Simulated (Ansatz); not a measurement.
The system is Pt.

```
Pt
1.0
     0.00000    1.96090    1.96090
     1.96090    0.00000    1.96090
     1.96090    1.96090    0.00000
Pt
1
Direct
  0.00000 0.00000 0.00000
```

| Quantity | Value |
| --- | --- |
| Program | Ansatz 0.2.0 |
| Task | relaxation of cell and atoms |
| Functional | BLYP |
| Dispersion | D4 |
| Potentials or basis | all-electron LAPW, scalar-relativistic |
| Basis error allowed | 0.001 eV/atom |
| k mesh | 12 × 12 × 12 |
| Occupations | fermi-dirac, width 0.05 eV |
| Spin | no spin polarisation |

At the start: volume 15.08 Å³/atom.

**Question.** How do energy, volume and symmetry change on relaxing?

**Answer.** Over 5 steps the energy falls by 16.7 meV/atom and the volume is 15.64 Å³/atom (+3.7 %); space group Fm-3m (No. 225, to 0.05 Å).

Step by step:
| step | energy change (eV) | largest force (eV/Å) | volume (Å³) |
| --- | --- | --- | --- |
| 1 | 0.0000 | 0.0000 | 15.08 |
| 2 | -0.0164 | 0.0000 | 15.72 |
| 3 | -0.0167 | 0.0000 | 15.65 |
| 4 | -0.0167 | 0.0000 | 15.64 |
| 5 | -0.0167 | 0.0000 | 15.64 |

Final structure:
```
Pt
1.0
     0.00000    1.98487    1.98487
     1.98487    0.00000    1.98487
     1.98487    1.98487    0.00000
Pt
1
Direct
  0.00000 0.00000 0.00000
```
